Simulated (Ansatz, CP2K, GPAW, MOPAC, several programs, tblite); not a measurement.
## NaH (rocksalt) from semi-empirical methods to plane-wave DFT

NaH (rocksalt), relaxed with r2SCAN in Ansatz, was computed with several methods. Space group Fm-3m (No. 225), cubic; conventional cell a = 4.795 Å, 13.78 Å³ an atom. Na is surrounded by 6 H at 2.40 Å; H is surrounded by 6 Na at 2.40 Å. No spin polarisation and no zero-point or thermal motion.

```xyz
2
Lattice="0.0000 2.3975 2.3975 2.3975 0.0000 2.3975 2.3975 2.3975 0.0000" Properties=species:S:1:pos:R:3 pbc="T T T"
Na    0.0000    0.0000    0.0000
H     2.3975    2.3975    2.3975
```

Gaps and times are for a single point on this cell; volume and bulk modulus come from each method's own relaxation or energy curve at fixed shape. Times are rough, from shared hosts (Intel Xeon 6975P-C), and each method has its own mesh and cell size. PM6 (MOPAC): levels, charges or heat of formation failed a check of plausibility, so no values are given. PM6 (MOPAC), PM7 (MOPAC), GFN1-xTB (tblite), GFN2-xTB (tblite) treat a cluster of cells at its zone centre, which samples few k points: where these miss a band edge, the gap comes out too large for that reason alone. Gaps from k meshes are read at a limited set of points (mesh, symmetry points, PBE's band edges), so each method's own least gap may be somewhat smaller. xTB and the PM methods were fitted mostly to molecules, and can miss a solid's gap by electronvolts. Minimal bases can be far off for gaps. GLLB-SC's gap includes the derivative discontinuity. d marks a direct gap, i an indirect one (no mark: not told apart), a dash a value that wasn't computed or didn't pass its checks.

| method | kind | gap (eV) | own volume (Å³/atom) | bulk modulus (GPa) | atoms computed | processor time |
| --- | --- | --- | --- | --- | --- | --- |
| light PBE (260 eV and a coarse mesh) | light plane-wave | 3.79 i | – | – | 2 | 0.33 s |
| PM7 (MOPAC) | semi-empirical | 9.51 | – | – | 64 | 0.62 s |
| PBE | semilocal | 3.80 i | 14.11 | 23 | 2 | 0.69 s |
| PM6 (MOPAC) | semi-empirical | – | – | – | 64 | 0.71 s |
| r2SCAN | semilocal | 4.40 i | 13.78 | 24 | 2 | 1.4 s |
| GFN1-xTB (tblite) | tight binding | 7.87 | – | – | 64 | 1.7 s |
| GLLB-SC (GPAW) | model potential | 7.98 | – | – | 2 | 2.3 s |
| GFN2-xTB (tblite) | tight binding | 10.85 | – | – | 64 | 4.2 s |
| PBE/SZV (CP2K) | small basis | 1.18 i | – | – | 2 | 11 s |
| PBE/DZVP (CP2K) | small basis | 3.42 i | – | – | 2 | 15 s |
| PBE/single zeta (GPAW) | small basis | 3.97 i | – | – | 2 | 16 s |

Against r2SCAN (4.40 eV) and with closed or daggered gaps left aside, the nearest gap at the points sampled is that of PBE/single zeta (GPAW) (-0.43 eV) and the farthest that of GFN2-xTB (tblite) (+6.45 eV). r2SCAN is only a yardstick of convenience: semilocal gaps usually lie below measured ones, which GLLB-SC and hybrids aim to mend.
